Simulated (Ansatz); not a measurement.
# N (P2_13) in Ansatz: notebook

The runs below take N through single point, with PBE, RPBE.

Everything below comes from runs of Ansatz 0.2.0. Logs are shortened: lines on timing, memory, paths and dates and some standing lists are left out, and cuts for length are marked.

## (1) The structure

It takes space group P2_13 (No. 198, cubic). Conventional cell: a = 5.815 Å, b = 5.815 Å, c = 5.815 Å, α = 90.00°, β = 90.00°, γ = 90.00°. N (site symmetry 3) is surrounded by 1 N at 1.11 Å. N (site symmetry 3) is surrounded by 1 N at 1.11 Å.

## (2) Single point, PBE

File input.yaml:

```yaml
crystal:
  lattice:
    - [5.81510172, 0.0, 0.0]
    - [0.0, 5.81510172, 0.0]
    - [0.0, 0.0, 5.81510172]
  atoms:
    - { symbol: "N", position: [0.04586114, 0.45413886, 0.54586114] }
    - { symbol: "N", position: [0.45413886, 0.54586114, 0.04586114] }
    - { symbol: "N", position: [0.54586114, 0.04586114, 0.45413886] }
    - { symbol: "N", position: [0.95413886, 0.95413886, 0.95413886] }
    - { symbol: "N", position: [0.93609856, 0.56390144, 0.43609856] }
    - { symbol: "N", position: [0.56390144, 0.43609856, 0.93609856] }
    - { symbol: "N", position: [0.43609856, 0.93609856, 0.56390144] }
    - { symbol: "N", position: [0.06390144, 0.06390144, 0.06390144] }
hamiltonian:
  xc: pbe
  pseudopotentials: { kind: paw }
kpoints:
  mp_grid: { grid: [5, 5, 5] }
scf:
  occupations: { method: gaussian, width: 0.1 }
output:
  forces: true
  stress: true
  eigenvalues: true
  write_density: true
  write_potential: true
  elf: true
  volumetric_format: npy
```

Potentials or basis: Ansatz PAW.

Launch:

```bash
> ansatz run input.yaml --threads 4 --pin off --max-ram 11264MiB --backend cpu --events-out ev --progress --plain --runs-dir out
```

Output:

```text
Warning: RAYON_NUM_THREADS=4 ignored (pool sized by the plan → 4); use --threads N
Engine: ansatz 0.2.0, x86_64-unknown-linux-gnu
Pseudopotentials: kind: paw
Pseudopotential: N, paw, valence charge 5, recommended cutoff 420 eV (normal), N.paw.azcp
Functional definition: PBE
  parameter kappa = 0.804
  parameter beta = 0.06672455060314922
  exchange = pbe_x(kappa = kappa, mu = beta*pi^2/3)
  correlation = pbe_c(beta = beta)
Crystal: 8 atoms, lattice volume = 196.640 Å³
Basis set: ecut = 420 eV, 3887 PW (Γ), exchange–correlation on 80×80×80 points (8 copies of the dense FFT grid, shifted against one another)
Bands: 28, of which v1, the nominal top of the filled ones, is band 20 counted from 1 (19 counted from 0)
Symmetry: 12 space group operations
Space group: P213 (ITA 198), of the structure as read, at distance tolerance 5.8e-5 Å
k-points: 11 of 125 (time reversal used)
Non-local potential: N, projectors of the file, l = 0: 2, l = 1: 2, l = 2: 1
PAW form: soft (Blöchl's): semilocal exchange-correlation on the pseudo side does not see the compensation charge
PAW one-centre angular grid: N, 110 points (default); XC on 64 Gauss nodes
Initial density: superposition of atomic densities (neutral atoms: chi_scale 0, normalization atom), corrected by the library's trained network
Initial wavefunctions: pseudopotential atomic-orbital guess
Functional: x = pbe(κ = 0.804, μ = 0.2195149727645171), c = pbe(β = 0.06672455060314922)
SCF iter   1: F=—  HF=-3072.155323 eV  |F-HF|=—  |Δ(HF+E_count)|=         —  Δρ=4.12e-3  dr2=3.39e-2  ethr=1.77e-3  ⟨swp⟩=4.7  Hψ=1302  notcnv=0
preconditioner: auto → Resta (q_TF=auto, 2.092 Å⁻¹)  ε∞=2.7  [insulator: Δε(μ)=7.441 eV  Ē_g=12.941 eV  σ=0.100 eV  W_gap=1.00  n_scr=26 (ndim 8)  ℏωp=16.7 eV  f_vac=0.337  D(μ)=0.00/eV (n_scr^D=0)  ε∞_Penn≈2.7  vacuum switching on, ρ_ref=1.2e-2 e/Å³]
SCF iter   2: F=—  HF=-3072.174406 eV  |F-HF|=—  |Δ(HF+E_count)|=   1.91e-2  Δρ=1.76e-3  dr2=5.54e-3  ethr=8.47e-5  ⟨swp⟩=2.6  Hψ=581  notcnv=0
SCF iter   3: F=—  HF=-3072.176987 eV  |F-HF|=—  |Δ(HF+E_count)|=   2.58e-3  Δρ=8.67e-4  dr2=1.25e-3  ethr=1.38e-5  ⟨swp⟩=2.0  Hψ=464  notcnv=0
SCF iter   4: F=—  HF=-3072.176998 eV  |F-HF|=—  |Δ(HF+E_count)|=   1.04e-5  Δρ=5.97e-4  dr2=6.52e-4  ethr=3.12e-6  ⟨swp⟩=2.0  Hψ=508  notcnv=0
SCF iter   5: F=—  HF=-3072.176915 eV  |F-HF|=—  |Δ(HF+E_count)|=   8.30e-5  Δρ=2.19e-4  dr2=8.95e-5  ethr=1.63e-6  ⟨swp⟩=1.9  Hψ=358  notcnv=0
SCF iter   6: F=—  HF=-3072.176761 eV  |F-HF|=—  |Δ(HF+E_count)|=   1.53e-4  Δρ=4.26e-5  dr2=3.30e-6  ethr=2.24e-7  ⟨swp⟩=2.8  Hψ=491  notcnv=0
SCF iter   7: F=-3072.176761 eV  HF=-3072.176761 eV  |F-HF|=3.27e-8  |Δ(HF+E_count)|=   3.69e-7  Δρ=5.17e-6  dr2=4.84e-8  ethr=2.50e-10  ⟨swp⟩=10.3  Hψ=2212  notcnv=0
SCF 1 converged in 7 iterations: F = -3072.176761 eV  dr2 = 4.84e-8
SCF converged after 7 iterations
Free energy (F): -3072.176761 eV
Harris-Foulkes:  -3072.176761 eV  (|F-HF|=3.27e-8)
Internal energy: -3072.176761 eV  (E = F + TS)
E sigma→0 (E₀):  -3072.176761 eV
Fermi energy:    -2.279166 eV
--- Per-component energies (eV) ---
  E_band       = -437.369311
  E_kinetic    = 1001.539830
  E_local      = -3077.105582  (includes V_loc(G=0)·N_el)
  E_nonlocal   = 383.447274
  E_hartree    = 995.435448
  E_xc         = -460.426270
  E_vxc        = -582.327265  (∫ρ·V_xc dr)
  E_paw        = -1018.359159  (= ΣΔE_a)
  E_vpaw       = -153.796397  (= ΣTr[D̂ρ^β])
  E_aug_tail   = 0.000689  (compensation charges beyond the density's cutoff)
  E_ewald      = -896.708991
  E_smearing   = -0.000000  (= −TS)
  E_closure    = -0.000000  (closes the sum)
  Σ components = -3072.176761   (vs F -3072.176761, Δ=0.00e0)
--- Forces (eV/Å), atoms counted from 1 ---
  atom   1  N     -0.30772624     0.30772624    -0.30772624
  atom   2  N      0.30772624    -0.30772624    -0.30772624
  atom   3  N     -0.30772624    -0.30772624     0.30772624
  atom   4  N      0.30772624     0.30772624     0.30772624
  atom   5  N      0.31689416    -0.31689416     0.31689416
  atom   6  N     -0.31689416     0.31689416     0.31689416
  atom   7  N      0.31689416     0.31689416    -0.31689416
  atom   8  N     -0.31689416    -0.31689416    -0.31689416
  max |Σ_I F_I| component: 1.11e-16 eV/Å
--- Stress (GPa, compression-positive) ---
       -0.352481      -0.000000       0.000000
       -0.000000      -0.352481       0.000000
        0.000000       0.000000      -0.352481
  P = ⅓ Tr σ = -0.3525 GPa (-3.525 kbar)
--- Band table (eV; the first three rows and the last of 11) ---
  k-point 0: bands = ["-24.0541", "-24.0127", "-24.0127", "-24.0127", "-9.5403", "-9.5403", "-9.5403", "-9.4121", "-7.6139", "-7.6139", "-7.6139", "-7.4522", "-7.4522", "-7.3174", "-7.3174", "-7.3174", "-6.7502", "-6.0315", "-6.0315", "-6.0315", "1.4548", "1.4548", "1.4548", "2.1851", "2.1851", "2.1851", "2.4236", "2.4236"]
  k-point 1: bands = ["-24.0500", "-24.0168", "-24.0125", "-24.0122", "-9.5430", "-9.5383", "-9.5227", "-9.4232", "-7.6253", "-7.6065", "-7.6014", "-7.4710", "-7.4425", "-7.3877", "-7.3413", "-7.3304", "-6.6225", "-6.0723", "-6.0250", "-6.0240", "1.5095", "1.5155", "1.5689", "2.1537", "2.1558", "2.2097", "2.3560", "2.4028"]
  k-point 2: bands = ["-24.0398", "-24.0271", "-24.0124", "-24.0123", "-9.5390", "-9.5364", "-9.4904", "-9.4529", "-7.6331", "-7.6150", "-7.5709", "-7.5199", "-7.4366", "-7.4118", "-7.3938", "-7.3694", "-6.3922", "-6.1940", "-6.0150", "-6.0150", "1.6369", "1.6393", "1.8250", "2.0674", "2.0884", "2.1591", "2.2712", "2.3451"]
  k-point 10: bands = ["-24.0259", "-24.0228", "-24.0214", "-24.0207", "-9.5386", "-9.5324", "-9.5237", "-9.5147", "-7.6364", "-7.6104", "-7.6026", "-7.5973", "-7.3434", "-7.3385", "-7.3201", "-7.3127", "-6.2300", "-6.1822", "-6.1657", "-6.1634", "1.9277", "1.9792", "2.0003", "2.0037", "2.1012", "2.1111", "2.1496", "2.1712"]
```

It took 1.8 s on 4 threads of Intel Xeon Platinum 8488C (Sapphire Rapids), shared host; peak memory 0.49 GiB.

What came out:

```
Free energy            : -3072.1768 eV
Pressure               : -0.4 GPa
Largest force          : 0.549 eV/Å
Band gap on the k mesh : 7.47 eV, indirect (least direct gap 7.49 eV)
```

Forces in eV/Å, atoms in the order of the input:
```
N   -0.308  0.308 -0.308
N    0.308 -0.308 -0.308
N   -0.308 -0.308  0.308
N    0.308  0.308  0.308
N    0.317 -0.317  0.317
N   -0.317  0.317  0.317
N    0.317  0.317 -0.317
N   -0.317 -0.317 -0.317
```

Caveat: odd divisions of the mesh miss points on the zone boundary, where band edges often lie, so the gap on the mesh can be too wide; the pressure holds a Pulay correction of +0.4 GPa for the finite cutoff. A hybrid or GW would open this gap; PBE tends to underestimate it.

## (3) Single point, RPBE

Edit input.yaml of step 2 so:

```diff
@@ -15,3 +15,3 @@
 hamiltonian:
-  xc: pbe
+  xc: rpbe
   pseudopotentials: { kind: paw }
```

Potentials or basis: Ansatz PAW.

Launch:

```bash
> ansatz run input.yaml --threads 4 --pin off --max-ram 11264MiB --backend cpu --events-out ev --progress --plain --runs-dir out
```

Wall time 1.6 s (4 threads of Intel Xeon Platinum 8488C (Sapphire Rapids), shared host); peak memory 0.49 GiB.

It converged, with:

* Free energy: -3086.0546 eV
* Pressure: 0.7 GPa
* Largest force: 0.050 eV/Å
* Band gap on the k mesh: 7.52 eV, indirect (least direct gap 7.54 eV)

Forces on the atoms (eV/Å):
```
N   -0.015  0.015 -0.015
N    0.015 -0.015 -0.015
N   -0.015 -0.015  0.015
N    0.015  0.015  0.015
N    0.029 -0.029  0.029
N   -0.029  0.029  0.029
N    0.029  0.029 -0.029
N   -0.029 -0.029 -0.029
```

Levels at points of the mesh, in eV from the valence-band top:
| k point | band 18 | band 19 | band 20 | band 21 | band 22 | band 23 |
| --- | --- | --- | --- | --- | --- | --- |
| (0.00, 0.00, 0.00) | -0.02 | -0.02 | -0.02 | 7.52 | 7.52 | 7.52 |

Caveat: odd divisions of the mesh miss points on the zone boundary, where band edges often lie, so the gap on the mesh can be too wide; the pressure holds a Pulay correction of +0.3 GPa for the finite cutoff; the PAW data sets come from PBE, with cores solved anew for the run's functional, which leaves a small shift of forces and pressure. A k mesh can miss the band edges.
